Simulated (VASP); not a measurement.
Set up this calculation in VASP 6.6.1, as the native input.

| Quantity | Value |
| --- | --- |
| Task | relaxation of cell and atoms |
| Functional | PBEsol |
| Potentials or basis | VASP PAW PBE potentials, release 64 (Ti_sv, O) |
| Cutoff | 600 eV |
| k mesh | 6 × 6 × 10 |
| Occupations | gaussian, width 0.03 eV |
| Spin | no spin polarisation |
| Further INCAR settings | ALGO = Normal; EDIFF = 1e-07; IBRION = 2; EDIFFG = -0.005; NSW = 90; ISIF = 3 |

The structure of TiO2 lies in POSCAR:

```
TiO2                                    
1.0
    4.5924156965      0.0000000000      0.0000000000
    0.0000000000      4.5924156965      0.0000000000
    0.0000000000      0.0000000000      2.9417133051
  Ti              O             
     2     4
Direct
     1.0000000000000000    1.0000000000000000    0.0000000000000000
     0.5000000000000000    0.5000000000000000    0.5000000000000000
     0.3042848952318485    0.3042848952318485    1.0000000000000000
     0.1957151047681514    0.8042848952318487    0.5000000000000000
     0.6957151047681513    0.6957151047681513    0.0000000000000000
     0.8042848952318487    0.1957151047681514    0.5000000000000000
```

One way to write it, as run:

INCAR

```
PREC     = Accurate       # precision mode
ENCUT    = 600            # plane-wave cutoff, eV
EDIFF    = 1E-7           # SCF threshold, eV
ISMEAR   = 0              # smearing method
SIGMA    = 0.03           # smearing width, eV
LREAL    = F              # projectors in reciprocal space
LASPH    = T              # aspherical terms in the spheres
NELM     = 80             # most SCF steps
ALGO     = Normal         # electronic algorithm
ISIF     = 3              # what is computed and relaxed
LWAVE    = F              # write WAVECAR
LCHARG   = F              # write CHGCAR
GGA      = PS             # functional
IBRION   = 2              # ionic algorithm
NSW      = 90             # ionic steps
EDIFFG   = -0.005         # ionic threshold
KPAR     = 2
```

KPOINTS

```
Automatic mesh
0
Gamma
  6 6 10
```

Potentials or basis: VASP PAW PBE potentials, release 64 (Ti_sv, O).

Launch:

```console
$ cat potpaw_PBE.64/Ti_sv/POTCAR potpaw_PBE.64/O/POTCAR > POTCAR
$ mpirun -np 2 vasp_std > vasp.out
```

It gave:

```json
{
  "Relaxed volume": "10.34 Å³/atom",
  "Relaxed cell": "a = 4.593 Å, b = 4.593 Å, c = 2.942 Å, α = 90.00°, β = 90.00°, γ = 90.00°",
  "Space group after relaxing (to 0.05 Å)": "P4_2/mnm (No. 136)",
  "Energy gained by relaxing": "0.0 meV/atom",
  "Ionic steps": "2",
  "Pressure after relaxing": "0.0 GPa",
  "Band gap on the k mesh": "1.83 eV, direct"
}
```

Caveat: the PAW data sets were made with another functional, which shifts forces and pressure a little.

Wall time 94 s on 2 MPI ranks on Intel(R) Xeon(R) Platinum 8488C (Sapphire Rapids), with other jobs on the host, peak memory 0.24 GiB a rank.
